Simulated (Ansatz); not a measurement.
**MoS2 under compression and expansion**

```cif
data_structure
_symmetry_space_group_name_H-M 'P6_3/mmc'
_symmetry_Int_Tables_number 194
_cell_length_a 3.0965
_cell_length_b 3.0965
_cell_length_c 12.0440
_cell_angle_alpha 90.000
_cell_angle_beta 90.000
_cell_angle_gamma 120.000
_cell_volume 100.01
loop_
_atom_site_label
_atom_site_type_symbol
_atom_site_symmetry_multiplicity
_atom_site_Wyckoff_symbol
_atom_site_fract_x
_atom_site_fract_y
_atom_site_fract_z
_atom_site_occupancy
Mo1 Mo 2 c 0.33333 0.66667 0.25000 1
S1 S 4 f 0.33333 0.66667 0.62750 1
```

The runs use the primitive cell with vectors (3.096, 0.000, 0.000), (-1.548, 2.682, 0.000), (0.000, 0.000, 12.044) Å, to which the k mesh refers.

The cell comes from COD entry 9007660, which wasn't checked; take it as a given geometry. The listed cell was then made from it by scaling, straining or moving an atom.

Levels of theory: DFT, LDA, all-electron LAPW, scalar-relativistic (Ansatz 0.2.0); DFT, LDA, PAW with Ansatz's default frozen-core files, scalar-relativistic (Ansatz 0.2.0).

For LAPW: a Γ-centred 10×10×3 k mesh, Fermi–Dirac smearing of 0.03 eV, basis error target 1 meV/atom, no spin polarisation. PAW takes a cutoff of 420 eV at this cell (files made with PBE, cores remade for this functional). The Ansatz runs share mesh, smearing and spin set-up. Plane-wave (PAW) pressures include the program's estimate of the Pulay term.

The cell above is scaled evenly, with fractional coordinates and shape held.

```tsv
V/V(cell)	V (Å³/atom)	P, LAPW (GPa)	P, PAW (GPa)	gap on the k mesh, LAPW (eV)	free energy over the lowest listed, PAW (meV/atom)
1.0000	16.668	12.63	12.56	0.81	43.5
1.0213	17.023	?	?	?	?
1.0426	17.377	4.55	4.49	0.83	6.4
1.0532	17.555	2.79	2.73	0.83	2.4
1.0745	17.909	-0.47	-0.53	0.83	0.0
1.0851	18.087	-1.97	-2.03	0.83	1.4
1.1064	18.441	-4.75	-4.80	0.83	9.0
1.1277	18.796	-7.25	-7.29	0.82	22.5
```

Q: Fill in the row V/V(cell) = 1.0213.

A: P, LAPW (GPa) = 8.38, P, PAW (GPa) = 8.31, gap on the k mesh, LAPW (eV) = 0.83, free energy over the lowest listed, PAW (meV/atom) = 20.5.

Q: What do Birch–Murnaghan fits to the pressures give?

A: LAPW: V0 = 17.86 Å³/atom, B0 = 158 GPa, B0′ = 4.4; PAW: V0 = 17.85 Å³/atom, B0 = 158 GPa, B0′ = 4.4.

PAW's V0 lies -0.04 % from the all-electron value and its B0 0.0 %. With shape and internal coordinates held, B0 is an upper bound to the relaxed modulus.
